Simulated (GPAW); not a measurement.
# Co3Al: changing the Hubbard U on Co d

Symmetry: Pm-3m, No. 221, cubic system. The conventional cell has a = 3.575 Å, b = 3.575 Å, c = 3.575 Å, α = 90.00°, β = 90.00°, γ = 90.00°. Co (site symmetry 4/mmm) has 8 Co at 2.53 Å and 4 Al at 2.53 Å as nearest neighbours. Al (site symmetry m-3m) is surrounded by 12 Co at 2.53 Å.

The cell comes from a database or a generator and needn't be the stable form of this composition.

Kept alike: task band structure; functional PBEsol; k mesh 8 × 8 × 8; occupations fermi-dirac, width 0.05 eV; collinear spin, ferromagnetic start. Program: GPAW, PAW data sets generated for this functional, cutoff 600 eV. The mesh is that of the run's cell of 4 atoms. No spin-orbit coupling.

| Hubbard U on Co d, U (eV) | pressure (GPa) | largest site moment (μB) |
| --- | --- | --- |
| 0 | -7.08 | 1.32 |
| 1 | -5.11 | 1.44 |
| 2 | -0.20 | 1.61 |
| 3 | 4.18 | 1.71 |
| 4 | 6.76 | 1.75 |
| 6 | 20.06 | 2.02 |
| 8 | 32.26 | 1.94 |

Pressure is positive in compression; the values hold the error of the finite cutoff, so their zero can differ a little from the energy's minimum. For a metal such a mesh leaves the last digits unconverged. How U acts hangs on the program's projectors. The runs hold the magnetic state that their start led to, which needn't be the lowest. Site moments count inside each atom's sphere or projector.

The pressure rises from -7.08 to 32.26 GPa between 0 and 8 eV. U localises the shell and weakens its bonds, so the cell pushes outwards. The largest site moment runs from 1.32 (0) to 2.02 μB (6).
